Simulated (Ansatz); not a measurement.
Input of an Ansatz 0.2.0 run:

input.yaml

```yaml
crystal:
  lattice:
    - [-2.141, 2.141, 2.141]
    - [2.141, -2.141, 2.141]
    - [2.141, 2.141, -2.141]
  atoms:
    - { symbol: Na, position: [0.0, 0.0, 0.0] }
hamiltonian:
  xc: rpbe
  pseudopotentials: { kind: paw }
kpoints:
  mp_grid: { grid: [5, 5, 5] }
  band_path:
    path:
      - [[0.0, 0.0, 0.0], [0.5, -0.5, 0.5], [0.0, 0.0, 0.5], [0.0, 0.0, 0.0], [0.25, 0.25, 0.25], [0.5, -0.5, 0.5]]
      - [[0.25, 0.25, 0.25], [0.0, 0.0, 0.5]]
    npoints: 14
scf:
  occupations: { method: fermi_dirac, width: 0.05 }
  n_extra_bands: 6
output:
  forces: true
  stress: true
  eigenvalues: true
  fatbands: false
  write_density: true
  write_potential: true
  elf: true
  volumetric_format: npy
```

Potentials or basis: Ansatz PAW.

Launch:

```sh
$ ansatz run input.yaml --threads 2 --pin off --max-ram 5632MiB --backend cpu --events-out ev --progress --plain --runs-dir out
```

Question: Predict the pressure.

Answer: 0.1 GPa.

Question: What does it give for the band gap on the k mesh?

Answer: None (metal or under the smearing width).

Levels at the corners of the path, in eV from the Fermi level:
```csv
point,band 2,band 3,band 4,band 5,band 6,band 7
Γ,-25.02,-25.02,-25.02,-3.24,11.32,11.32
H,-25.04,-25.04,-25.04,4.29,4.29,4.63
N,-25.05,-25.03,-25.02,0.63,1.10,7.88
Γ,-25.02,-25.02,-25.02,-3.24,11.32,11.32
P,-25.03,-25.03,-25.03,2.53,2.53,2.53
H,-25.04,-25.04,-25.04,4.29,4.29,4.63
P,-25.03,-25.03,-25.03,2.53,2.53,2.53
N,-25.05,-25.03,-25.02,0.63,1.10,7.88
```

Caveat: the k mesh is coarse (spacing up to 0.42 Å⁻¹), so the values aren't converged; the PAW data sets come from PBE, with cores solved anew for the run's functional, which leaves a small shift of forces and pressure.
